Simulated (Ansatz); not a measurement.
Runs of Ansatz 0.2.0 on Sb. It takes space group Im-3m (No. 229, cubic). Conventional cell: a = 3.743 Å, b = 3.743 Å, c = 3.743 Å, α = 90.00°, β = 90.00°, γ = 90.00°. Sb (site symmetry m-3m) is surrounded by 8 Sb at 3.24 Å. This isn't the form of Sb at room conditions, which is rhombohedral.

```csv
task,level,cell,smearing,points for each segment of the path,gap on the mesh (eV),pressure (GPa),relaxed volume (Å³/atom)
band structure,revPBE,as given,fermi-dirac 0.05 eV,14,none,4.2,-
relaxation of cell and atoms,BLYP,relaxed,fermi-dirac 0.05 eV,-,none,0.0,(b)
relaxation of cell and atoms,PBEsol,relaxed,fermi-dirac 0.05 eV,-,none,0.0,26.21
band structure,PBEsol,as given,fermi-dirac 0.05 eV,14,none,0.0,-
relaxation of cell and atoms,LDA,relaxed,fermi-dirac 0.05 eV,-,none,0.0,(a)
band structure,RPBE,as given,fermi-dirac 0.05 eV,14,none,4.6,-
single point,PBE,as given,gaussian 0.012 eV,-,none,3.1,-
relaxation of cell and atoms,revPBE,relaxed,fermi-dirac 0.05 eV,-,none,0.0,27.95
```

Alike in all rows: potentials or basis Ansatz PAW; no spin polarisation; k mesh 10 × 10 × 10; cutoff (eV) 420.

Q: Estimate the missing entries.

A: (a) 25.74; (b) 30.28.

Caveats: the PAW data sets come from PBE, with cores solved anew for the run's functional, which leaves a small shift of forces and pressure (some runs); the plane-wave basis is chosen anew once the cell has moved, so the energies of steps on either side of that aren't comparable (some runs); spin-orbit coupling is left out, which moves the levels of the heavy elements (some runs); the volume moved by over 15 % at a fixed basis, so the end points are rough (some runs).

A k mesh can miss the band edges, and the runs leave out spin-orbit coupling on Sb.

A gap of «none» marks a metal or a gap under the smearing width.
